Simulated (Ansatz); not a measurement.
# Rh: which structure wins, scalar-relativistic

Which of fcc, bcc, hcp is lowest for Rh, scalar-relativistic? The runs shown use PAW and LAPW.

Method: DFT PBE, with the methods named in each step, in Ansatz 0.2.0.

## Step 1: The starting structure

The structure is cubic, space group Fm-3m (No. 225). Conventional cell: a = 3.830 Å, b = 3.830 Å, c = 3.830 Å, α = 90.00°, β = 90.00°, γ = 90.00°. Around Rh (site symmetry m-3m) lie 12 Rh at 2.71 Å.

As a file:

```
Rh
1.0
     0.00000    1.91521    1.91521
     1.91521    0.00000    1.91521
     1.91521    1.91521    0.00000
Rh
1
Direct
  0.00000 0.00000 0.00000
```

## Step 2: Fcc relaxed, PAW

The input, input.yaml:

```yaml
crystal:
  lattice:
    - [0.0, 1.9152057761, 1.9152057761]
    - [1.9152057761, 0.0, 1.9152057761]
    - [1.9152057761, 1.9152057761, 0.0]
  atoms:
    - { symbol: Rh, position: [0.0, 0.0, 0.0] }
kpoints:
  mp_grid: { grid: [18, 18, 18] }
scf:
  occupations: { method: fermi_dirac, width: 0.05 }
hamiltonian:
  xc: pbe
  pseudopotentials: { kind: paw }
output:
  forces: true
  stress: true
  write_density: true
  write_potential: true
  elf: true
  volumetric_format: npy
relax:
  f_tol: 0.005
  max_steps: 40
  cell: {}
```

Run with:

```sh
$ ansatz run input.yaml --threads 1 --pin off --max-ram 3072MiB --backend cpu --events-out ev --progress --plain --runs-dir out
```

Log, cut to the lines that bear on the results:

```text
[...]
Pseudopotentials: kind: paw
Pseudopotential: Rh, paw, valence charge 17, recommended cutoff 420 eV (normal)
Functional definition: PBE
[...]
Crystal: 1 atoms, lattice volume = 14.050 Å³
Basis set: ecut = 420 eV, 283 PW (Γ), exchange–correlation on 40×40×40 points (8 copies of the dense FFT grid, shifted against one another)
Bands: 13, of which v1, the nominal top of the filled ones, is band 9 counted from 1 (8 counted from 0)
Symmetry: 48 space group operations
Space group: Fm-3m (ITA 225), of the structure as read, at distance tolerance 2.4e-5 Å
k-points: 195 of 5832
[...]
SCF iter   1: F=—  HF=-6402.894284 eV  |F-HF|=—  |Δ(HF+E_count)|=         —  Δρ=2.63e-3  dr2=2.19e-4  ethr=1.77e-3  ⟨swp⟩=5.1  Hψ=14128  notcnv=0
[...]
relax step   1: F+E_penalty+E_count = -6402.89442456 eV  Δ(F+E_penalty+E_count) = +0.000e0 eV  max|allowed force component| = 0.000e0 eV/Å  Δτ_max = 0.0000 Å  P = -0.052 GPa  Ω = 14.050 Å³  (6 SCF iters, dr2 threshold 1.00e-7 eV, accepted)
[...]
relax step   2: F+E_penalty+E_count = -6402.89442831 eV  Δ(F+E_penalty+E_count) = -3.748e-6 eV  max|allowed force component| = 0.000e0 eV/Å  Δτ_max = 0.0000 Å  P = +0.044 GPa  Ω = 14.045 Å³  energy of the carried Pulay correction = +3.618e-6 eV  (3 SCF iters, dr2 threshold 6.81e-9 eV, accepted)
[...]
relax step   3: F+E_penalty+E_count = -6402.89442643 eV  Δ(F+E_penalty+E_count) = +1.878e-6 eV  max|allowed force component| = 0.000e0 eV/Å  Δτ_max = 0.0000 Å  P = +0.044 GPa  Ω = 14.045 Å³  stress off target by 4.43e-2 GPa  SCF on the basis re-selected at this cell (its energy is not [...]
SCF converged after 4 iterations
Free energy (F): -6402.894426 eV
[...]
E sigma→0 (E₀):  -6402.888682 eV
Entropy (-TS):   -0.011490 eV (-11.490 meV/atom)
Fermi energy:    21.789258 eV
[...]
--- Forces (eV/Å), atoms counted from 1 ---
  atom   1  Rh    -0.00000000     0.00000000    -0.00000000
[...]
--- Stress (GPa, compression-positive) ---
        0.044331      -0.000000      -0.000000
       -0.000000       0.044331      -0.000000
       -0.000000       0.000000       0.044331
  P = ⅓ Tr σ = 0.0443 GPa (0.443 kbar)
--- Band table (eV; the first three rows and the last of 195) ---
  k-point 0: bands = ["-57.0338", "-24.5282", "-24.5282", "-24.5282", "13.9790", "18.8038", "18.8038", "18.8038", "20.8202", "20.8202", "37.6084", "42.8304", "42.8304"]
[...]
--- Relaxed structure (2 steps of the walk, 2 accepted, 1 SCFs on fresh bases) ---
  F+E_penalty+E_count = -6402.89442643 eV   max|allowed force component| = 0.000e0 eV/Å   (the final SCF, on the basis selected at the relaxed cell)
  cell:  # Å, volume = 14.0447 Å³
    - [3.821529024671693e-35, 1.9149657824147825, 1.9149657824147825]
    - [1.9149657824147825, -4.458450528783641e-35, 1.9149657824147825]
    - [1.9149657824147825, 1.9149657824147825, 1.9107645123358462e-35]
  atoms:
    - { symbol: Rh, position: [0.0, 0.0, 0.0] }
```

It took 6.3 s on 1 thread of Arm Neoverse V1, shared host; peak memory 0.31 GiB.

Relaxation path:

```csv
step,energy from step 1 (eV/cell),largest force component (eV/Å),pressure (GPa),volume (Å³)
1,0.0000,0.0000,-0.05,14.05
2,0.0000,0.0000,0.04,14.04
3,0.0000,0.0000,0.04,14.04
```

Step 1 is the start. Step 3 repeats the geometry before on a plane-wave basis chosen anew for that cell, so the energy can jump there without any move; the table keeps such jumps.

| input's cell | before | after | change |
| --- | --- | --- | --- |
| a (Å) | 2.709 | 2.708 | -0.0 % |
| b (Å) | 2.709 | 2.708 | -0.0 % |
| c (Å) | 2.709 | 2.708 | -0.0 % |
| volume (Å³/atom) | 14.05 | 14.04 | -0.0 % |

Result: pressure 0.04 GPa; no gap.

## Step 3: Fcc relaxed, LAPW

The input, input.yaml:

```yaml
crystal:
  lattice:
    - [0.0, 1.9149657824, 1.9149657824]
    - [1.9149657824, 0.0, 1.9149657824]
    - [1.9149657824, 1.9149657824, 0.0]
  atoms:
    - { symbol: Rh, position: [0.0, 0.0, 0.0] }
kpoints:
  mp_grid: { grid: [18, 18, 18] }
scf:
  occupations: { method: fermi_dirac, width: 0.05 }
hamiltonian:
  xc: pbe
  pseudopotentials: { kind: all_electron, lapw: { basis_error: 0.0005 } }
output:
  forces: true
  stress: true
  eigenvalues: true
  populations: true
relax:
  f_tol: 0.005
  max_steps: 25
  cell: {}
```

Run with:

```sh
$ ansatz run input.yaml --threads 1 --pin off --max-ram 3072MiB --backend cpu --events-out ev --progress --plain --runs-dir out
```

Log, cut to the lines that bear on the results:

```text
[...]
Rh: projections on atomic orbitals take those of the free atom 1s2 2s2 2p6 3s2 3p6 3d10 4s2 4p6 4d8 5s1, of charge +0.00 (hamiltonian.pseudopotentials.projection_atoms)
LAPW: plane waves up to 9.056 Å⁻¹, error target 5.0e-4 eV per atom; small_component_spin mean_spin; Rh in spheres of 1.313 Å, 27 of its electrons in bands, Dirac shells []
[...]
Pseudopotentials: kind: all_electron
Pseudopotential: Rh, LAPW, valence charge 27, Koelling and Harmon's equation, gaussian nucleus
[... 1 set-up line as earlier in the session ...]
[...]
Crystal: 1 atoms, lattice volume = 14.045 Å³
Basis set: ecut = 312.4787541539707 eV, 169 PW (Γ), exchange–correlation at level 2
Bands: 18, of which v1, the nominal top of the filled ones, is band 14 counted from 1 (13 counted from 0)
[... 2 set-up lines as earlier in the session ...]
k-points: 195 of 5832
[...]
        0.009069       0.000000       0.000000
        0.000000       0.009069       0.000000
        0.000000       0.000000       0.009069
  P = ⅓ Tr σ = 0.0091 GPa (0.091 kbar)
--- Band table (eV; the first three rows and the last of 195) ---
  k-point 0: bands = ["-272.9559", "-272.9559", "-272.9559", "-272.9299", "-272.9299", "-54.8998", "-22.3896", "-22.3896", "-22.3896", "16.1228", "20.9446", "20.9446", "20.9446", "22.9617", "22.9617", "39.7322", "44.9637", "44.9637"]
[...]
--- Relaxed structure (1 steps of the walk, 1 accepted, 1 SCFs on fresh bases) ---
  F+E_penalty+E_count = -130187.30328868 eV   max|allowed force component| = 0.000e0 eV/Å   (the final SCF, on the basis selected at the relaxed cell)
  cell:  # Å, volume = 14.0447 Å³
    - [0.0, 1.9149657824, 1.9149657824]
    - [1.9149657824, 0.0, 1.9149657824]
    - [1.9149657824, 1.9149657824, 0.0]
  atoms:
    - { symbol: Rh, position: [0.0, 0.0, 0.0] }
--- Löwdin populations: 1 site ---
  site symbol       q [e]
     0     Rh     44.9064
  spilling = 0.002080 (of n_electrons = 45.000000)
```

Run time: 32 s. Hardware: 1 thread of Arm Neoverse V1, shared host; peak memory 0.43 GiB.

The steps of the relaxation:

```
step  energy from step 1 (eV/cell)  largest force component (eV/Å)  pressure (GPa)  volume (Å³)
   1                        0.0000                          0.0000            0.01        14.04
   2                        0.0000                          0.0000            0.01        14.04
```

Step 1 is the start. Step 2 repeats the geometry before on a plane-wave basis chosen anew for that cell, so the energy can jump there without any move; the table keeps such jumps.

| input's cell | before | after | change |
| --- | --- | --- | --- |
| a (Å) | 2.708 | 2.708 | -0.0 % |
| b (Å) | 2.708 | 2.708 | -0.0 % |
| c (Å) | 2.708 | 2.708 | -0.0 % |
| volume (Å³/atom) | 14.04 | 14.04 | -0.0 % |

Result: pressure 0.01 GPa; no gap.

## Step 4: Bcc relaxed, PAW

The input, input.yaml:

```yaml
crystal:
  lattice:
    - [-1.5200998318, 1.5200998318, 1.5200998318]
    - [1.5200998318, -1.5200998318, 1.5200998318]
    - [1.5200998318, 1.5200998318, -1.5200998318]
  atoms:
    - { symbol: Rh, position: [0.0, 0.0, 0.0] }
kpoints:
  mp_grid: { grid: [19, 19, 19] }
scf:
  occupations: { method: fermi_dirac, width: 0.05 }
hamiltonian:
  xc: pbe
  pseudopotentials: { kind: paw }
output:
  forces: true
  stress: true
relax:
  f_tol: 0.005
  max_steps: 40
  cell: {}
```

Run with:

```sh
$ ansatz run input.yaml --threads 1 --pin off --max-ram 3072MiB --backend cpu --events-out ev --progress --plain --runs-dir out
```

Log:

```text
Engine: ansatz 0.2.0
[... 3 set-up lines as earlier in the session ...]
  parameter kappa = 0.804
  parameter beta = 0.06672455060314922
  exchange = pbe_x(kappa = kappa, mu = beta*pi^2/3)
  correlation = pbe_c(beta = beta)
Crystal: 1 atoms, lattice volume = 14.050 Å³
Basis set: ecut = 420 eV, 249 PW (Γ), exchange–correlation on 36×36×36 points (8 copies of the dense FFT grid, shifted against one another)
Bands: 13, of which v1, the nominal top of the filled ones, is band 9 counted from 1 (8 counted from 0)
[... 1 set-up line as earlier in the session ...]
Space group: Im-3m (ITA 229), of the structure as read, at distance tolerance 2.4e-5 Å
k-points: 220 of 6859
Non-local potential: Rh, projectors of the file, l = 0: 3, l = 1: 2, l = 2: 2, l = 3: 1
PAW form: soft (Blöchl's): semilocal exchange-correlation on the pseudo side does not see the compensation charge
PAW one-centre angular grid: Rh, 590 points (default); XC on 64 Gauss nodes
Initial density: superposition of atomic densities (neutral atoms: chi_scale 0, normalization atom), corrected by the library's trained network
Initial wavefunctions: pseudopotential atomic-orbital guess
Functional: x = pbe(κ = 0.804, μ = 0.2195149727645171), c = pbe(β = 0.06672455060314922)
SCF iter   1: F=—  HF=-6402.532904 eV  |F-HF|=—  |Δ(HF+E_count)|=         —  Δρ=4.66e-3  dr2=5.67e-4  ethr=1.77e-3  ⟨swp⟩=5.0  Hψ=15715  notcnv=0
preconditioner: auto → none  [metal: Δε(μ)=0.010 eV  Ē_g=13.684 eV  σ=0.050 eV  W_gap=0.05  n_scr=0 (ndim 8)  ℏωp=29.7 eV  f_vac=0.000  D(μ)=2.87/eV (n_scr^D=54)]
SCF iter   2: F=—  HF=-6402.533187 eV  |F-HF|=—  |Δ(HF+E_count)|=   2.83e-4  Δρ=2.30e-3  dr2=1.35e-4  ethr=3.33e-6  ⟨swp⟩=2.1  Hψ=5829  notcnv=0
SCF iter   3: F=—  HF=-6402.533262 eV  |F-HF|=—  |Δ(HF+E_count)|=   7.53e-5  Δρ=7.85e-4  dr2=3.12e-5  ethr=7.93e-7  ⟨swp⟩=2.1  Hψ=3940  notcnv=0
SCF iter   4: F=—  HF=-6402.533269 eV  |F-HF|=—  |Δ(HF+E_count)|=   7.27e-6  Δρ=1.06e-4  dr2=4.55e-7  ethr=1.83e-7  ⟨swp⟩=2.2  Hψ=4056  notcnv=0
iter 5 did not close the SCF: its close was put off for the readings that it lacked (scf_convergence_deferred on its scf_iter line)
SCF iter   5: F=-6402.533270 eV  HF=-6402.533270 eV  |F-HF|=1.82e-8  |Δ(HF+E_count)|=   2.74e-7  Δρ=1.64e-5  dr2=3.01e-8  ethr=2.68e-9  ⟨swp⟩=2.0  Hψ=3882  notcnv=0
SCF iter   6: F=-6402.533270 eV  HF=-6402.533270 eV  |F-HF|=2.44e-9  |Δ(HF+E_count)|=   5.77e-9  Δρ=5.99e-6  dr2=3.97e-9  ethr=1.77e-10  ⟨swp⟩=2.0  Hψ=8510  notcnv=0
SCF 1 converged in 6 iterations: F = -6402.533270 eV  dr2 = 3.97e-9
relax step   1: F+E_penalty+E_count = -6402.53326957 eV  Δ(F+E_penalty+E_count) = +0.000e0 eV  max|allowed force component| = 0.000e0 eV/Å  Δτ_max = 0.0000 Å  P = +7.473 GPa  Ω = 14.050 Å³  (6 SCF iters, dr2 threshold 1.00e-7 eV, accepted)
Crystal: 1 atoms, lattice volume = 14.805 Å³
Basis set: ecut = 420 eV, 321 PW (Γ), exchange–correlation on 36×36×36 points (8 copies of the dense FFT grid, shifted against one another)
Initial density: handed on by an earlier stage of this run
Initial wavefunctions: those handed on with the density
iter 1 solved again at ethr=1.52e-5 eV; its pass at ethr=3.10e-3 eV (dr2=2.59e-3 eV) is discarded
SCF iter   1: F=—  HF=-6402.537745 eV  |F-HF|=—  |Δ(HF+E_count)|=         —  Δρ=4.43e-3  dr2=2.86e-3  ethr=1.52e-5  ⟨swp⟩=1.1  Hψ=20297  notcnv=0
preconditioner: auto → none  [metal: Δε(μ)=0.002 eV  Ē_g=13.170 eV  σ=0.050 eV  W_gap=0.01  n_scr=0 (ndim 8)  ℏωp=29.0 eV  f_vac=0.000  D(μ)=3.06/eV (n_scr^D=54)]
SCF iter   2: F=—  HF=-6402.537182 eV  |F-HF|=—  |Δ(HF+E_count)|=   5.63e-4  Δρ=2.35e-3  dr2=3.88e-4  ethr=1.52e-5  ⟨swp⟩=2.2  Hψ=4323  notcnv=0
SCF iter   3: F=—  HF=-6402.537102 eV  |F-HF|=—  |Δ(HF+E_count)|=   7.98e-5  Δρ=9.07e-4  dr2=4.42e-5  ethr=2.28e-6  ⟨swp⟩=2.6  Hψ=4355  notcnv=0
SCF iter   4: F=—  HF=-6402.537109 eV  |F-HF|=—  |Δ(HF+E_count)|=   7.12e-6  Δρ=8.32e-5  dr2=2.62e-7  ethr=2.60e-7  ⟨swp⟩=1.0  Hψ=2864  notcnv=0
SCF iter   5: F=-6402.537110 eV  HF=-6402.537110 eV  |F-HF|=4.67e-10  |Δ(HF+E_count)|=   3.37e-7  Δρ=1.02e-5  dr2=2.72e-9  ethr=5.88e-10  ⟨swp⟩=4.0  Hψ=9412  notcnv=0
SCF 2 converged in 5 iterations: F = -6402.537110 eV  dr2 = 2.72e-9
relax step   2: F+E_penalty+E_count = -6402.53710970 eV  Δ(F+E_penalty+E_count) = -3.840e-3 eV  max|allowed force component| = 0.000e0 eV/Å  Δτ_max = 0.0000 Å  P = -4.971 GPa  Ω = 14.805 Å³  energy of the carried Pulay correction = -5.008e-4 eV  (5 SCF iters, dr2 threshold 1.00e-7 eV, accepted)
Crystal: 1 atoms, lattice volume = 14.494 Å³
iter 1 solved again at ethr=3.24e-6 eV; its pass at ethr=3.10e-3 eV (dr2=5.50e-4 eV) is discarded
SCF iter   1: F=—  HF=-6402.542660 eV  |F-HF|=—  |Δ(HF+E_count)|=         —  Δρ=1.84e-3  dr2=4.82e-4  ethr=3.24e-6  ⟨swp⟩=1.1  Hψ=19603  notcnv=0
preconditioner: auto → none  [metal: Δε(μ)=0.001 eV  Ē_g=13.378 eV  σ=0.050 eV  W_gap=0.00  n_scr=0 (ndim 8)  ℏωp=29.3 eV  f_vac=0.000  D(μ)=2.97/eV (n_scr^D=54)]
SCF iter   2: F=—  HF=-6402.542560 eV  |F-HF|=—  |Δ(HF+E_count)|=   9.97e-5  Δρ=9.42e-4  dr2=6.00e-5  ethr=2.84e-6  ⟨swp⟩=2.2  Hψ=4054  notcnv=0
SCF iter   3: F=—  HF=-6402.542546 eV  |F-HF|=—  |Δ(HF+E_count)|=   1.42e-5  Δρ=3.64e-4  dr2=6.82e-6  ethr=3.53e-7  ⟨swp⟩=2.6  Hψ=4355  notcnv=0
SCF iter   4: F=-6402.542547 eV  HF=-6402.542547 eV  |F-HF|=3.08e-8  |Δ(HF+E_count)|=   1.24e-6  Δρ=3.27e-5  dr2=3.56e-8  ethr=5.88e-10  ⟨swp⟩=3.3  Hψ=10506  notcnv=0
SCF 3 converged in 4 iterations: F = -6402.542547 eV  dr2 = 3.56e-8
relax step   3: F+E_penalty+E_count = -6402.54254716 eV  Δ(F+E_penalty+E_count) = -5.437e-3 eV  max|allowed force component| = 0.000e0 eV/Å  Δτ_max = 0.0000 Å  P = -0.318 GPa  Ω = 14.494 Å³  energy of the carried Pulay correction = -2.976e-4 eV  (4 SCF iters, dr2 threshold 1.00e-7 eV, accepted)
Crystal: 1 atoms, lattice volume = 14.474 Å³
iter 1 solved again at ethr=1.16e-8 eV; its pass at ethr=3.10e-3 eV (dr2=1.98e-6 eV) is discarded
SCF iter   1: F=—  HF=-6402.542580 eV  |F-HF|=—  |Δ(HF+E_count)|=         —  Δρ=1.31e-4  dr2=2.08e-6  ethr=1.16e-8  ⟨swp⟩=2.0  Hψ=18919  notcnv=0
preconditioner: auto → none  [metal: Δε(μ)=0.001 eV  Ē_g=13.391 eV  σ=0.050 eV  W_gap=0.01  n_scr=0 (ndim 8)  ℏωp=29.3 eV  f_vac=0.000  D(μ)=2.97/eV (n_scr^D=54)]
SCF iter   2: F=—  HF=-6402.542580 eV  |F-HF|=—  |Δ(HF+E_count)|=   1.26e-8  Δρ=7.17e-5  dr2=2.92e-7  ethr=1.16e-8  ⟨swp⟩=2.1  Hψ=3933  notcnv=0
SCF iter   3: F=-6402.542580 eV  HF=-6402.542580 eV  |F-HF|=1.71e-8  |Δ(HF+E_count)|=   2.64e-8  Δρ=3.08e-5  dr2=4.63e-8  ethr=5.88e-10  ⟨swp⟩=4.0  Hψ=8841  notcnv=0
SCF 4 converged in 3 iterations: F = -6402.542580 eV  dr2 = 4.63e-8
relax step   4: F+E_penalty+E_count = -6402.54258015 eV  Δ(F+E_penalty+E_count) = -3.299e-5 eV  max|allowed force component| = 0.000e0 eV/Å  Δτ_max = 0.0000 Å  P = +0.004 GPa  Ω = 14.474 Å³  energy of the carried Pulay correction = -2.844e-4 eV  (3 SCF iters, dr2 threshold 1.00e-7 eV, accepted)
Initial wavefunctions: pseudopotential atomic-orbital guess (no wavefunctions were taken with the density)
iter 1 solved again at ethr=1.78e-8 eV; its pass at ethr=3.10e-3 eV (dr2=3.03e-6 eV) is discarded
SCF iter   1: F=—  HF=-6402.542758 eV  |F-HF|=—  |Δ(HF+E_count)|=         —  Δρ=5.22e-4  dr2=9.74e-7  ethr=1.78e-8  ⟨swp⟩=3.1  Hψ=23600  notcnv=0
preconditioner: auto → none  [metal: Δε(μ)=0.001 eV  Ē_g=13.392 eV  σ=0.050 eV  W_gap=0.01  n_scr=0 (ndim 8)  ℏωp=29.3 eV  f_vac=0.000  D(μ)=2.97/eV (n_scr^D=54)]
SCF iter   2: F=—  HF=-6402.542822 eV  |F-HF|=—  |Δ(HF+E_count)|=   6.35e-5  Δρ=2.61e-4  dr2=2.38e-7  ethr=5.73e-9  ⟨swp⟩=1.0  Hψ=2860  notcnv=0
SCF iter   3: F=—  HF=-6402.542842 eV  |F-HF|=—  |Δ(HF+E_count)|=   2.05e-5  Δρ=2.86e-5  dr2=6.92e-8  ethr=1.40e-9  ⟨swp⟩=2.4  Hψ=3817  notcnv=0
SCF iter   4: F=—  HF=-6402.542842 eV  |F-HF|=—  |Δ(HF+E_count)|=   7.14e-8  Δρ=2.11e-6  dr2=1.87e-10  ethr=4.07e-10  ⟨swp⟩=2.3  Hψ=4196  notcnv=0
SCF iter   5: F=-6402.542842 eV  HF=-6402.542842 eV  |F-HF|=2.73e-12  |Δ(HF+E_count)|=  1.27e-11  Δρ=2.93e-7  dr2=3.62e-12  ethr=1.00e-12  ⟨swp⟩=3.7  Hψ=12409  notcnv=0
SCF 5 converged in 5 iterations: F = -6402.542842 eV  dr2 = 3.62e-12
relax step   5: F+E_penalty+E_count = -6402.54284244 eV  Δ(F+E_penalty+E_count) = -2.623e-4 eV  max|allowed force component| = 0.000e0 eV/Å  Δτ_max = 0.0000 Å  P = -0.008 GPa  Ω = 14.474 Å³  stress off target by 8.39e-3 GPa  SCF on the basis re-selected at this cell (its energy is not comparable with the rows above)  (5 SCF iters)
basis re-selected at this cell: Δ(F+E_penalty+E_count) = -2.623e-4 eV, ΔP = -0.012 GPa vs the last step (what re-selecting the basis moved, of the pressure what is left beyond the Pulay correction that the steps carried, after the strain that the cell walked since its last selection, with what the two solves' SCF thresholds leave and, on support functions, any second-order correction that the steps lacked; it is no measure of the basis error at this ecutwfc). This SCF's stress stands 8.39e-3 GPa from its target on what of the cell is left free (relax.cell.stress_tol is 5.00e-2 GPa) and its largest allowed force component is 0.00e0 eV/Å (relax.f_tol is 5.00e-3 eV/Å): within both
SCF converged after 5 iterations
Free energy (F): -6402.542842 eV
Harris-Foulkes:  -6402.542842 eV  (|F-HF|=2.73e-12)
Internal energy: -6402.519296 eV  (E = F + TS)
E sigma→0 (E₀):  -6402.531069 eV
Entropy (-TS):   -0.023546 eV (-23.546 meV/atom)
Fermi energy:    20.780945 eV
--- Per-component energies (eV) ---
  E_band       = -104.246937
  E_kinetic    = 572.906618
  E_local      = -1629.279838  (includes V_loc(G=0)·N_el)
  E_nonlocal   = 355.800025
  E_hartree    = 572.982267
  E_xc         = -221.362552
  E_vxc        = -277.829634  (∫ρ·V_xc dr)
  E_paw        = -3587.385967  (= ΣΔE_a)
  E_vpaw       = -271.809535  (= ΣTr[D̂ρ^β])
  E_aug_tail   = 0.000870  (compensation charges beyond the density's cutoff)
  E_ewald      = -2466.180720
  E_smearing   = -0.023546  (= −TS)
  E_closure    = -0.000000  (closes the sum)
  Σ components = -6402.542842   (vs F -6402.542842, Δ=0.00e0)
--- Forces (eV/Å), atoms counted from 1 ---
  atom   1  Rh    -0.00000000    -0.00000000     0.00000000
  max |Σ_I F_I| component: 1.16e-32 eV/Å
--- Stress (GPa, compression-positive) ---
       -0.008389       0.000000       0.000000
        0.000000      -0.008389       0.000000
        0.000000       0.000000      -0.008389
  P = ⅓ Tr σ = -0.0084 GPa (-0.084 kbar)
--- Relaxed structure (4 steps of the walk, 4 accepted, 1 SCFs on fresh bases) ---
  F+E_penalty+E_count = -6402.54284244 eV   max|allowed force component| = 0.000e0 eV/Å   (the final SCF, on the basis selected at the relaxed cell)
  cell:  # Å, volume = 14.4738 Å³
    - [-1.535234313678868, 1.535234313678868, 1.535234313678868]
    - [1.535234313678868, -1.535234313678868, 1.535234313678868]
    - [1.535234313678868, 1.535234313678868, -1.535234313678868]
  atoms:
    - { symbol: Rh, position: [0.0, 0.0, 0.0] }
```

Wall time 9.6 s (1 thread of Arm Neoverse V1, shared host); peak memory 0.31 GiB.

Relaxation path:

```csv
step,energy from step 1 (eV/cell),largest force component (eV/Å),pressure (GPa),volume (Å³)
1,0.0000,0.0000,7.47,14.05
2,-0.0038,0.0000,-4.97,14.81
3,-0.0093,0.0000,-0.32,14.49
4,-0.0093,0.0000,0.00,14.47
5,-0.0096,0.0000,-0.01,14.47
```

Step 1 is the start. Step 5 repeats the geometry before on a plane-wave basis chosen anew for that cell, so the energy can jump there without any move; the table keeps such jumps.

| input's cell | before | after | change |
| --- | --- | --- | --- |
| a (Å) | 2.633 | 2.659 | +1.0 % |
| b (Å) | 2.633 | 2.659 | +1.0 % |
| c (Å) | 2.633 | 2.659 | +1.0 % |
| volume (Å³/atom) | 14.05 | 14.47 | +3.0 % |

[end of part 1 of 2]
